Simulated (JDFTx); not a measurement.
The system is Te.

```xyz
3
Lattice="4.4540 0.0000 0.0000 -2.2270 3.8573 0.0000 0.0000 0.0000 5.9240" Properties=species:S:1:pos:R:3 pbc="T T T"
Te    1.6279    2.8197    0.0000
Te   -0.5991    1.0376    3.9493
Te    1.1981    0.0000    1.9747
```

```yaml
Program: JDFTx 1.7.0 (patched build)
Task: relaxation of cell and atoms
Functional: PBE
Dispersion: D3
Potentials_or_basis: PseudoDojo-SR-PBE-0.4.1-standard with smoothed tails
Cutoff: 1088 eV
Density_cutoff: 8708 eV
k_mesh: 5 × 5 × 3
Occupations: fermi-dirac, width 0.05 eV
Spin: no spin polarisation
```

At the start: pressure 0.4 GPa; volume 33.93 Å³/atom.

**Question.** Where does the relaxation end?

**Answer.** Over 9 steps the energy falls by 3.8 meV/atom and the volume is 33.43 Å³/atom (-1.5 %); space group P3_121 (No. 152, to 0.05 Å).

The path:
| step | energy change (eV) | largest force (eV/Å) | pressure (GPa) | volume (Å³) |
| --- | --- | --- | --- | --- |
| 1 | 0.0000 | 0.1911 | 0.36 | 101.78 |
| 2 | -0.0032 | 0.1484 | 0.16 | 101.87 |
| 3 | -0.0086 | 0.0536 | -0.18 | 101.68 |
| 4 | -0.0104 | 0.0213 | -0.14 | 101.09 |
| 5 | -0.0111 | 0.0204 | 0.07 | 100.36 |
| 6 | -0.0112 | 0.0234 | -0.13 | 100.34 |
| 7 | -0.0113 | 0.0026 | -0.04 | 100.35 |
| 8 | -0.0113 | 0.0017 | -0.01 | 100.31 |
| 9 | -0.0113 | 0.0017 | -0.01 | 100.28 |

Final structure:
```cif
data_structure
_symmetry_space_group_name_H-M 'P 1'
_symmetry_Int_Tables_number 1
_cell_length_a 4.4249
_cell_length_b 4.4249
_cell_length_c 5.9140
_cell_angle_alpha 90.000
_cell_angle_beta 90.000
_cell_angle_gamma 120.000
_cell_volume 100.28
loop_
_atom_site_label
_atom_site_type_symbol
_atom_site_fract_x
_atom_site_fract_y
_atom_site_fract_z
_atom_site_occupancy
Te1 Te 0.72077 0.72077 0.00000 1
Te2 Te 0.00000 0.27923 0.66666 1
Te3 Te 0.27923 0.00000 0.33333 1
```

Caveat: the k mesh is coarse.
